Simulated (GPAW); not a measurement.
Here is a GPAW 26.7.0 calculation.

File run.py:

```python
from ase import Atoms
from ase.dft.bandgap import bandgap
from ase.io import write
from ase.units import GPa
from gpaw import GPAW, PW, setup_paths

setup_paths.insert(0, '.')

atoms = Atoms(['Ge', 'Fe', 'Fe'],
              cell=[[4.1636340796, 0.0, 0.0],
                    [-2.0818170398, 3.605812885, 0.0],
                    [0.0, 0.0, 2.626466]],
              scaled_positions=[[0.0, 0.0, 0.0],
                                [0.3333333333, 0.6666666667, 0.5],
                                [0.6666666667, 0.3333333333, 0.5]],
              pbc=True)
atoms.set_initial_magnetic_moments([0.0, 3.0, 3.0])

calc = GPAW(mode=PW(600),
            xc='PBEsol',
            kpts={'size': (6, 6, 7), 'gamma': True},
            occupations={'name': 'fermi-dirac', 'width': 0.05},
            setups={'Fe': ':d,8.0'},
            nbands=23,
            convergence={'density': 1e-05, 'energy': 1e-05},
            maxiter=150,
            txt='gpaw.txt')
atoms.calc = calc
energy = atoms.get_potential_energy()
forces = atoms.get_forces()
stress = atoms.get_stress()
calc.write('gs.gpw')
write('result.traj', atoms)
print(f'Energy: {energy:.6f} eV')
print('Forces (eV/A):')
print(forces.round(4))
print('Stress (GPa):', (stress / GPa).round(3))
print('Moments:', calc.get_magnetic_moments().round(3))
print('Fermi level:', round(calc.get_fermi_level(), 4), 'eV')
print(f'Gap: {bandgap(calc)[0]:.4f} eV, direct: {bandgap(calc, direct=True)[0]:.4f} eV')

path = atoms.cell.bandpath('GMKGALHA,LM,KH', npoints=80, eps=1e-4)
bs_calc = calc.fixed_density(kpts=path, symmetry='off', nbands=34,
                             convergence={'bands': 'CBM+6.0', 'eigenstates': 1e-6}, txt='bands.txt')
bs = bs_calc.band_structure()
bs.write('bs.json')
print(f'Gap on the path: {bandgap(bs_calc)[0]:.4f} eV')
```

Potentials or basis: PAW data sets generated in the run's folder for this functional, pw.

Launch:

```bash
$ gpaw-setup -f PBEsol Fe Ge
$ OMP_NUM_THREADS=1 python run.py
```

(1) What does it give for the band gap along the path?

(2) What does it give for the net moment?

Results:

(1) none (metal or under the smearing width).

(2) 6.54 μB per cell.

Caveat: the U is typed as a test and isn't derived for this compound.
